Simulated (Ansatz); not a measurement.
# What PbO (model cell, started as zinc blende) distorts into, part 2 of 3

Which phase does PbO (model cell, started as zinc blende) fall into along its unstable mode, and how much energy does it gain?

Ansatz 0.2.0; DFT PBEsol, scalar-relativistic, plane waves, PAW.

So far, highest frequency on the path or at a solved wavevector (cm⁻¹): step 2 (response at finite wavevector) 348. Also lowest frequency on the path (cm⁻¹): step 2 -141.

The structure was built from a prototype and need not be the compound's stable phase.

**5. Energy along the mode, all amplitudes (two of the runs are shown above)**

An imaginary frequency means negative curvature, so the energy should fall and then rise again as anharmonic terms take over.

Numbers from this step:

| Property | Result |
| --- | --- |
| depth at the lowest point sampled | 13.82 meV/atom |
| largest atomic shift at that point | 0.32 Å |

Table of energy from the parent by largest atomic shift:

```
largest atomic shift (Å)  energy from the parent (meV/atom)
                   0.000                                  0
                   0.040                               -0.5
                   0.080                              -1.93
                   0.140                              -5.38
                   0.220                              -10.7
                   0.320                              -13.8
                   0.450                              0.091
                   0.600                               62.6
```

Displacement at unit largest shift by atom:

```csv
atom,x (Å),y (Å),z (Å),size
Pb1,0.000,-0.039,-0.066,0.077
Pb2,0.000,0.039,0.066,0.077
O3,0.000,-0.859,-0.511,1.000
O4,0.000,0.859,0.511,1.000
```

The lowest of the steps tried is at 0.32 Å, 13.8 meV/atom below the parent; the bottom of the well need not coincide with a step.

**6. Relaxation from the frozen mode**

Starting from the lowest point found, all atoms and the cell are let go, so that strain and other modes of the same symmetry can join in.

Input file input.yaml:

```yaml
crystal:
  lattice:
    - [0.0, -2.7862023436, -2.7862023436]
    - [0.0, 2.7862023436, -2.7862023436]
    - [5.5724046872, 0.0, 0.0]
  atoms:
    - { symbol: Pb, position: [0.5060598954, 0.5015392703, 0.5] }
    - { symbol: Pb, position: [-0.0060598954, -0.0015392703, 0.0] }
    - { symbol: O, position: [0.0787127813, 0.4800062151, 0.75] }
    - { symbol: O, position: [0.4212872187, 0.0199937849, 0.25] }
kpoints:
  mp_grid: { grid: [8, 8, 6] }
hamiltonian:
  xc: pbesol
scf:
  occupations: { method: fixed }
output:
  forces: true
  stress: true
  eigenvalues: true
relax:
  adjacent_minimum: "off"
  f_tol: 0.002
  max_steps: 120
  cell: { stress_tol: 0.03 }
```

Run with:

```bash
$ ansatz run input.yaml --threads 4 --pin off --max-ram 7168MiB --backend cpu --events-out ev --progress --plain --runs-dir out
```

Numbers of over 12 decimals in the logs are rounded to 6 here.

What it wrote:

```text
[...]
Crystal: 4 atoms, lattice volume = 86.516 Å³
Basis set: ecut = 420 eV, 1715 PW (Γ), exchange–correlation on 54×54×80 points (8 copies of the dense FFT grid, shifted against one another)
Bands: 24, of which v1, the nominal top of the filled ones, is band 20 counted from 1 (19 counted from 0)
Symmetry: 2 space group operations
[...]
k-points: 136 of 384 (time reversal used)
[...]
SCF iter   1: F=—  HF=-24630.051929 eV  |F-HF|=—  |Δ(HF+E_count)|=         —  Δρ=1.85e-2  dr2=3.05e-1  ethr=1.77e-3  ⟨swp⟩=5.0  Hψ=12251  notcnv=0  defer=266
[...]
SCF iter   8: F=-24629.996026 eV  HF=-24629.996026 eV  |F-HF|=2.00e-10  |Δ(HF+E_count)|=   5.74e-8  Δρ=1.55e-6  dr2=1.43e-9  ethr=2.50e-10  ⟨swp⟩=8.0  Hψ=18199  notcnv=0
SCF 1 converged in 8 iterations: F = -24629.996026 eV  dr2 = 1.43e-9
[...]
relax step   1: F+E_penalty+E_count = -24629.99602641 eV  Δ(F+E_penalty+E_count) = +0.000e0 eV  max|allowed force component| = 4.267e-1 eV/Å  Δτ_max = 0.0000 Å  P = +0.343 GPa  Ω = 86.516 Å³  (8 SCF iters, dr2 threshold 1.00e-7 eV, accepted)
Crystal: 4 atoms, lattice volume = 83.914 Å³
Basis set: ecut = 420 eV, 1663 PW (Γ), exchange–correlation on 54×54×80 points (8 copies of the dense FFT grid, shifted against one another)
[...]
iter 1 solved again at ethr=3.25e-4 eV; its pass at ethr=3.10e-3 eV (dr2=1.30e-1 eV) is discarded
[...]
SCF iter   7: F=-24630.106651 eV  HF=-24630.106651 eV  |F-HF|=6.37e-8  |Δ(HF+E_count)|=   1.62e-6  Δρ=9.01e-6  dr2=7.47e-8  ethr=1.00e-9  ⟨swp⟩=9.9  Hψ=20587  notcnv=0
[...]
SCF 2 converged in 7 iterations: F = -24630.106651 eV  dr2 = 7.47e-8
[...]
relax step   2: F+E_penalty+E_count = -24630.10665058 eV  Δ(F+E_penalty+E_count) = -1.106e-1 eV  max|allowed force component| = 3.690e-1 eV/Å  Δτ_max = 0.1947 Å  P = -2.221 GPa  Ω = 83.914 Å³  energy of the carried Pulay correction = +4.998e-3 eV  (7 SCF iters, dr2 threshold 4.00e-7 eV, accepted)
Crystal: 4 atoms, lattice volume = 82.368 Å³
Basis set: ecut = 420 eV, 1627 PW (Γ), exchange–correlation on 54×54×80 points (8 copies of the dense FFT grid, shifted against one another)
[...]
SCF iter   6: F=-24630.170914 eV  HF=-24630.170914 eV  |F-HF|=6.19e-8  |Δ(HF+E_count)|=   1.25e-6  Δρ=8.63e-6  dr2=6.15e-8  ethr=1.00e-9  ⟨swp⟩=11.1  Hψ=21278  notcnv=0
SCF 3 converged in 6 iterations: F = -24630.170914 eV  dr2 = 6.15e-8
relax step   3: F+E_penalty+E_count = -24630.17091369 eV  Δ(F+E_penalty+E_count) = -6.426e-2 eV  max|allowed force component| = 2.102e-1 eV/Å  Δτ_max = 0.0339 Å  P = -0.920 GPa  Ω = 82.368 Å³  energy of the carried Pulay correction = +8.040e-3 eV  (6 SCF iters, dr2 threshold 4.00e-7 eV, accepted)
[... from here on, the SCF cycles and remarks between the steps are left out ...]
relax step   4: F+E_penalty+E_count = -24630.27131059 eV  Δ(F+E_penalty+E_count) = -1.004e-1 eV  max|allowed force component| = 2.138e-1 eV/Å  Δτ_max = 0.1881 Å  P = +0.098 GPa  Ω = 78.980 Å³  energy of the carried Pulay correction = +1.491e-2 eV  (7 SCF iters, dr2 threshold 4.00e-7 eV, accepted)
relax step   5: F+E_penalty+E_count = -24630.39503894 eV  Δ(F+E_penalty+E_count) = -1.237e-1 eV  max|allowed force component| = 1.197e-1 eV/Å  Δτ_max = 0.2000 Å  P = -0.128 GPa  Ω = 78.852 Å³  energy of the carried Pulay correction = +1.517e-2 eV  (7 SCF iters, dr2 threshold 4.00e-7 eV, accepted)
relax step   6: F+E_penalty+E_count = -24630.47778026 eV  Δ(F+E_penalty+E_count) = -8.274e-2 eV  max|allowed force component| = 3.661e-1 eV/Å  Δτ_max = 0.1950 Å  P = +1.242 GPa  Ω = 79.006 Å³  energy of the carried Pulay correction = +1.485e-2 eV  (7 SCF iters, dr2 threshold 4.00e-7 eV, accepted)
relax step   7: F+E_penalty+E_count = -24630.54222018 eV  Δ(F+E_penalty+E_count) = -6.444e-2 eV  max|allowed force component| = 8.510e-2 eV/Å  Δτ_max = 0.0995 Å  P = +0.471 GPa  Ω = 80.142 Å³  energy of the carried Pulay correction = +1.252e-2 eV  (7 SCF iters, dr2 threshold 4.00e-7 eV, accepted)
relax step   8: F+E_penalty+E_count = -24630.56606516 eV  Δ(F+E_penalty+E_count) = -2.384e-2 eV  max|allowed force component| = 2.538e-1 eV/Å  Δτ_max = 0.1980 Å  P = -1.910 GPa  Ω = 80.338 Å³  energy of the carried Pulay correction = +1.212e-2 eV  (7 SCF iters, dr2 threshold 4.00e-7 eV, accepted)
relax step   9: F+E_penalty+E_count = -24630.45846629 eV  Δ(F+E_penalty+E_count) = +1.076e-1 eV  max|allowed force component| = 9.545e-1 eV/Å  Δτ_max = 0.1231 Å  P = +2.490 GPa  Ω = 81.283 Å³  energy of the carried Pulay correction = +1.021e-2 eV  (7 SCF iters, dr2 threshold 4.00e-7 eV, rejected (line search))
relax step  10: F+E_penalty+E_count = -24630.59602754 eV  Δ(F+E_penalty+E_count) = -2.996e-2 eV  max|allowed force component| = 1.542e-1 eV/Å  Δτ_max = 0.0937 Å  P = +0.190 GPa  Ω = 78.876 Å³  energy of the carried Pulay correction = +1.512e-2 eV  (10 SCF iters, accepted)
relax step  11: F+E_penalty+E_count = -24630.62857409 eV  Δ(F+E_penalty+E_count) = -3.255e-2 eV  max|allowed force component| = 1.775e-1 eV/Å  Δτ_max = 0.0724 Å  P = +0.661 GPa  Ω = 77.059 Å³  energy of the carried Pulay correction = +1.893e-2 eV  (6 SCF iters, dr2 threshold 4.00e-7 eV, accepted)
relax step  12: F+E_penalty+E_count = -24630.67619031 eV  Δ(F+E_penalty+E_count) = -4.762e-2 eV  max|allowed force component| = 2.288e-1 eV/Å  Δτ_max = 0.0690 Å  P = +0.273 GPa  Ω = 75.383 Å³  energy of the carried Pulay correction = +2.251e-2 eV  (6 SCF iters, dr2 threshold 4.00e-7 eV, accepted)
relax step  13: F+E_penalty+E_count = -24630.74237940 eV  Δ(F+E_penalty+E_count) = -6.619e-2 eV  max|allowed force component| = 2.531e-1 eV/Å  Δτ_max = 0.0913 Å  P = +0.932 GPa  Ω = 73.375 Å³  energy of the carried Pulay correction = +2.691e-2 eV  (7 SCF iters, dr2 threshold 4.00e-7 eV, accepted)
relax step  14: F+E_penalty+E_count = -24630.78680625 eV  Δ(F+E_penalty+E_count) = -4.443e-2 eV  max|allowed force component| = 1.543e-1 eV/Å  Δτ_max = 0.1222 Å  P = -1.024 GPa  Ω = 75.288 Å³  energy of the carried Pulay correction = +2.272e-2 eV  (7 SCF iters, dr2 threshold 4.00e-7 eV, accepted)
relax step  15: F+E_penalty+E_count = -24630.79900323 eV  Δ(F+E_penalty+E_count) = -1.220e-2 eV  max|allowed force component| = 6.962e-3 eV/Å  Δτ_max = 0.0194 Å  P = +0.054 GPa  Ω = 74.511 Å³  energy of the carried Pulay correction = +2.441e-2 eV  (5 SCF iters, dr2 threshold 4.00e-7 eV, accepted)
[...]
relax step  23: F+E_penalty+E_count = -24630.87797293 eV  Δ(F+E_penalty+E_count) = -1.092e-2 eV  max|allowed force component| = 1.267e-1 eV/Å  Δτ_max = 0.0350 Å  P = +0.497 GPa  Ω = 77.328 Å³  energy of the carried Pulay correction = -6.282e-3 eV  (6 SCF iters, dr2 threshold 4.00e-7 eV, accepted)
relax step  24: F+E_penalty+E_count = -24630.88187552 eV  Δ(F+E_penalty+E_count) = -3.903e-3 eV  max|allowed force component| = 3.649e-3 eV/Å  Δτ_max = 0.0134 Å  P = +0.007 GPa  Ω = 78.101 Å³  energy of the carried Pulay correction = -8.038e-3 eV  (6 SCF iters, dr2 threshold 4.00e-7 eV, accepted)
relax step  25: F+E_penalty+E_count = -24630.88191143 eV  Δ(F+E_penalty+E_count) = -3.591e-5 eV  max|allowed force component| = 3.117e-3 eV/Å  Δτ_max = 0.0028 Å  P = +0.003 GPa  Ω = 78.103 Å³  energy of the carried Pulay correction = -8.039e-3 eV  (6 SCF iters, dr2 threshold 8.67e-9 eV, accepted)
relax step  26: F+E_penalty+E_count = -24630.88197636 eV  Δ(F+E_penalty+E_count) = -6.493e-5 eV  max|allowed force component| = 1.573e-4 eV/Å  Δτ_max = 0.0008 Å  P = +0.001 GPa  Ω = 78.080 Å³  energy of the carried Pulay correction = -7.986e-3 eV  (6 SCF iters, dr2 threshold 6.07e-10 eV, accepted)
relax step  27: F+E_penalty+E_count = -24630.90106353 eV  Δ(F+E_penalty+E_count) = -1.909e-2 eV  max|allowed force component| = 1.999e-3 eV/Å  Δτ_max = 0.0000 Å  P = +0.330 GPa  Ω = 78.080 Å³  stress off target by 7.58e-1 GPa  SCF on the basis re-selected at this cell (its energy is not comparable with the rows above)  (7 SCF iters)
relax step  28: F+E_penalty+E_count = -24630.90353323 eV  Δ(F+E_penalty+E_count) = -2.470e-3 eV  max|allowed force component| = 1.681e-3 eV/Å  Δτ_max = 0.0122 Å  P = +0.161 GPa  Ω = 79.196 Å³  energy of the carried Pulay correction = -2.532e-3 eV  (5 SCF iters, dr2 threshold 4.00e-7 eV, accepted)
relax step  29: F+E_penalty+E_count = -24630.90105202 eV  Δ(F+E_penalty+E_count) = +2.481e-3 eV  max|allowed force component| = 1.798e-2 eV/Å  Δτ_max = 0.0154 Å  P = -0.082 GPa  Ω = 80.577 Å³  energy of the carried Pulay correction = -6.022e-3 eV  (5 SCF iters, dr2 threshold 2.90e-7 eV, accepted)
relax step  30: F+E_penalty+E_count = -24630.90222274 eV  Δ(F+E_penalty+E_count) = -1.171e-3 eV  max|allowed force component| = 2.713e-4 eV/Å  Δτ_max = 0.0043 Å  P = -0.003 GPa  Ω = 80.219 Å³  energy of the carried Pulay correction = -5.090e-3 eV  (5 SCF iters, dr2 threshold 5.08e-8 eV, accepted)
relax step  31: F+E_penalty+E_count = -24630.90885760 eV  Δ(F+E_penalty+E_count) = -6.635e-3 eV  max|allowed force component| = 8.248e-4 eV/Å  Δτ_max = 0.0000 Å  P = +0.036 GPa  Ω = 80.219 Å³  stress off target by 1.59e-1 GPa  SCF on the basis re-selected at this cell (its energy is not comparable with the rows above)  (6 SCF iters)
relax step  32: F+E_penalty+E_count = -24630.90857847 eV  Δ(F+E_penalty+E_count) = +2.791e-4 eV  max|allowed force component| = 3.520e-3 eV/Å  Δτ_max = 0.0066 Å  P = +0.045 GPa  Ω = 80.559 Å³  energy of the carried Pulay correction = -7.258e-4 eV  (5 SCF iters, dr2 threshold 6.35e-8 eV, accepted)
relax step  33: F+E_penalty+E_count = -24630.90768268 eV  Δ(F+E_penalty+E_count) = +8.958e-4 eV  max|allowed force component| = 6.339e-2 eV/Å  Δτ_max = 0.0026 Å  P = -0.318 GPa  Ω = 80.762 Å³  energy of the carried Pulay correction = -1.160e-3 eV  (6 SCF iters, dr2 threshold 1.39e-8 eV, rejected (line search))
relax step  34: F+E_penalty+E_count = -24630.90844537 eV  Δ(F+E_penalty+E_count) = +1.331e-4 eV  max|allowed force component| = 1.765e-3 eV/Å  Δτ_max = 0.0014 Å  P = +0.024 GPa  Ω = 80.638 Å³  energy of the carried Pulay correction = -8.941e-4 eV  (8 SCF iters, accepted)
relax step  35: F+E_penalty+E_count = -24630.90821214 eV  Δ(F+E_penalty+E_count) = +2.332e-4 eV  max|allowed force component| = 9.375e-5 eV/Å  Δτ_max = 0.0024 Å  P = +0.001 GPa  Ω = 80.755 Å³  energy of the carried Pulay correction = -1.149e-3 eV  (6 SCF iters, dr2 threshold 4.38e-9 eV, accepted)
relax step  36: F+E_penalty+E_count = -24630.90945947 eV  Δ(F+E_penalty+E_count) = -1.247e-3 eV  max|allowed force component| = 2.096e-4 eV/Å  Δτ_max = 0.0000 Å  P = +0.007 GPa  Ω = 80.755 Å³  stress off target by 3.16e-2 GPa  SCF on the basis re-selected at this cell (its energy is not comparable with the rows above)  (6 SCF iters)
relax step  37: F+E_penalty+E_count = -24630.90921900 eV  Δ(F+E_penalty+E_count) = +2.405e-4 eV  max|allowed force component| = 4.433e-4 eV/Å  Δτ_max = 0.0043 Å  P = +0.005 GPa  Ω = 80.895 Å³  energy of the carried Pulay correction = -2.972e-4 eV  (6 SCF iters, dr2 threshold 2.50e-9 eV, accepted)
relax step  38: F+E_penalty+E_count = -24630.90952123 eV  Δ(F+E_penalty+E_count) = -3.022e-4 eV  max|allowed force component| = 4.555e-4 eV/Å  Δτ_max = 0.0000 Å  P = +0.006 GPa  Ω = 80.895 Å³  stress off target by 3.20e-2 GPa  SCF on the basis re-selected at this cell (its energy is not comparable with the rows above)  (5 SCF iters)
relax step  39: F+E_penalty+E_count = -24630.90949318 eV  Δ(F+E_penalty+E_count) = +2.805e-5 eV  max|allowed force component| = 2.974e-3 eV/Å  Δτ_max = 0.0030 Å  P = +0.002 GPa  Ω = 80.920 Å³  energy of the carried Pulay correction = -5.007e-5 eV  (6 SCF iters, dr2 threshold 2.56e-9 eV, accepted)
relax step  40: F+E_penalty+E_count = -24630.90953460 eV  Δ(F+E_penalty+E_count) = -4.142e-5 eV  max|allowed force component| = 1.219e-4 eV/Å  Δτ_max = 0.0010 Å  P = -0.000 GPa  Ω = 80.901 Å³  energy of the carried Pulay correction = -1.281e-5 eV  (6 SCF iters, dr2 threshold 5.53e-10 eV, accepted)
[...]
SCF iter   5: F=-24630.909576 eV  HF=-24630.909576 eV  |F-HF|=1.09e-11  |Δ(HF+E_count)|=  5.09e-11  Δρ=5.94e-8  dr2=8.83e-13  ethr=1.00e-12  ⟨swp⟩=10.2  Hψ=22950  notcnv=0
SCF 41 converged in 5 iterations: F = -24630.909576 eV  dr2 = 8.83e-13
relax step  41: F+E_penalty+E_count = -24630.90957613 eV  Δ(F+E_penalty+E_count) = -4.153e-5 eV  max|allowed force component| = 1.040e-4 eV/Å  Δτ_max = 0.0000 Å  P = -0.000 GPa  Ω = 80.901 Å³  stress off target by 1.18e-2 GPa  SCF on the basis re-selected at this cell (its energy is not comparable with the rows above)  (5 SCF iters)
[...]
SCF converged after 5 iterations
Free energy (F): -24630.909576 eV
[...]
Internal energy: -24630.909576 eV  (E = F + TS)
E sigma→0 (E₀):  -24630.909576 eV
Fermi energy:    8.145208 eV
[...]
--- Forces (eV/Å), atoms counted from 1 ---
  atom   1  Pb     0.00000398    -0.00004020     0.00000473
  atom   2  Pb     0.00000398     0.00004020    -0.00000473
  atom   3  O     -0.00000399     0.00010396     0.00007193
  atom   4  O     -0.00000399    -0.00010396    -0.00007193
  max |Σ_I F_I| component: 2.80e-8 eV/Å
--- Stress (GPa, compression-positive) ---
       -0.011150       0.000000       0.000000
        0.000000       0.005612      -0.006288
        0.000000      -0.006288       0.005510
  P = ⅓ Tr σ = -0.0000 GPa (-0.000 kbar)
--- Band table (eV; the first three rows and the last of 136) ---
  k-point 0: bands = [... 16 lower, 6.4448, 6.4729, 6.4747, 8.1304, 10.3811, 13.3814, 13.7698, 13.8694]
  k-point 1: bands = [... 16 lower, 5.9010, 6.2879, 6.4147, 8.1117, 11.0897, 12.2815, 13.7733, 13.9421]
  k-point 2: bands = [... 16 lower, 5.4822, 5.7925, 6.0526, 7.5420, 11.4154, 11.7590, 13.5761, 14.3917]
  k-point 135: bands = [... 16 lower, 5.9487, 5.9487, 7.1044, 7.1044, 11.5948, 11.5948, 12.7016, 12.7016]
--- Relaxed structure (35 steps of the walk, 32 accepted, 6 SCFs on fresh bases) ---
  F+E_penalty+E_count = -24630.90957613 eV   max|allowed force component| = 1.040e-4 eV/Å   (the final SCF, on the basis selected at the relaxed cell)
  cell:  # Å, volume = 80.9007 Å³
    - [0.0, -3.598478, -3.598464]
    - [0.0, 2.807901, -2.807887]
    - [4.003351, 0.0, 0.0]
  atoms:
    - { symbol: Pb, position: [0.482812, 0.500003, 0.375000] }
    - { symbol: Pb, position: [0.017188, -2.9464019786276663e-6, -0.125000] }
    - { symbol: O, position: [0.251743, 0.499999, 0.875000] }
    - { symbol: O, position: [0.248257, 9.231615989147013e-7, 0.375000] }
```

Elapsed: 2.3 min, on 4 threads of Intel Xeon 6975P-C (Granite Rapids), shared host; peak memory 0.66 GiB.

Step by step (22 of 41):

| step | energy less that of the first step (eV) | largest force component (eV/Å) | pressure (GPa) | volume (Å³) |
| --- | --- | --- | --- | --- |
| 1 | 0.0000 | 0.4267 | 0.34 | 86.52 |
| 3 | -0.1749 | 0.2102 | -0.92 | 82.37 |
| 5 | -0.3990 | 0.1197 | -0.13 | 78.85 |
| 7 | -0.5462 | 0.0851 | 0.47 | 80.14 |
| 9 | -0.4624 | 0.9545 | 2.49 | 81.28 |
| 11 | -0.6325 | 0.1775 | 0.66 | 77.06 |
| 12 | -0.6802 | 0.2288 | 0.27 | 75.38 |
| 14 | -0.7908 | 0.1543 | -1.02 | 75.29 |
| 16 | -0.8033 | 0.0023 | 0.03 | 74.54 |
| 18 | -0.8036 | 0.0038 | 0.03 | 74.53 |
| 20 | -0.8036 | 0.0001 | 0.00 | 74.54 |
| 22 | -0.8710 | 0.0640 | 0.28 | 75.48 |
| 24 | -0.8858 | 0.0036 | 0.01 | 78.10 |
| 26 | -0.8859 | 0.0002 | 0.00 | 78.08 |
| 28 | -0.9075 | 0.0017 | 0.16 | 79.20 |
| 30 | -0.9062 | 0.0003 | 0.00 | 80.22 |
| 31* | -0.9128 | 0.0008 | 0.04 | 80.22 |
| 33 | -0.9117 | 0.0634 | -0.32 | 80.76 |
| 35 | -0.9122 | 0.0001 | 0.00 | 80.75 |
| 37 | -0.9132 | 0.0004 | 0.00 | 80.89 |
| 39 | -0.9135 | 0.0030 | 0.00 | 80.92 |
| 41* | -0.9135 | 0.0001 | 0.00 | 80.90 |

Relaxation steps marked * repeat the geometry before them on a plane-wave basis chosen anew for their cell, so energy and pressure can jump there. Other such steps can lie between the rows shown. Relaxation steps 9, 19, 33 were tried and not accepted.

The run keeps the 2 symmetry operations that it works with, so distortions that break them were not tested.

| cell as run | before | after | change |
| --- | --- | --- | --- |
| a (Å) | 3.940 | 5.089 | +29.2 % |
| b (Å) | 3.940 | 3.971 | +0.8 % |
| c (Å) | 5.572 | 4.003 | -28.2 % |
| volume (Å³/atom) | 21.63 | 20.23 | -6.5 % |

The atoms that moved most (Å, as changes of fractional coordinates times the final cell):

| atom | dx | dy | dz | length |
| --- | --- | --- | --- | --- |
| O3 | 0.500 | -0.567 | -0.679 | 1.016 |
| O4 | 0.500 | 0.567 | 0.679 | 1.016 |
| Pb2 | -0.500 | -0.079 | -0.088 | 0.514 |
| Pb1 | -0.500 | 0.079 | 0.088 | 0.514 |

Final coordinates:

```xyz
4
Lattice="0.0000 -3.5985 -3.5985 0.0000 2.8079 -2.8079 4.0034 0.0000 0.0000" Properties=species:S:1:pos:R:3 pbc="T T T"
Pb    1.5013   -0.3334   -3.1413
Pb   -0.5004   -0.0619   -0.0618
O     3.5029    0.4981   -2.3098
O     1.5013   -0.8933   -0.8933
```

This step gave:

```
pressure          : -9.42e-6 GPa
gap on the k-mesh : 1.236 eV
volume per atom   : 20.23 Å³
```

The distorted start has space group P2_1; the relaxation ends in Pmmn.

(Part 2 of 3 ends here.)

[Logs are printed without paths, hosts, clocks, repeated set-up lines and the standing remarks that a program may print on its own settings, such as how far it seeks lower states.]

[Hosts, paths, dates, database ids (printed as entryN), source tags and the programs' standing remarks are cut or masked in the printed files.]
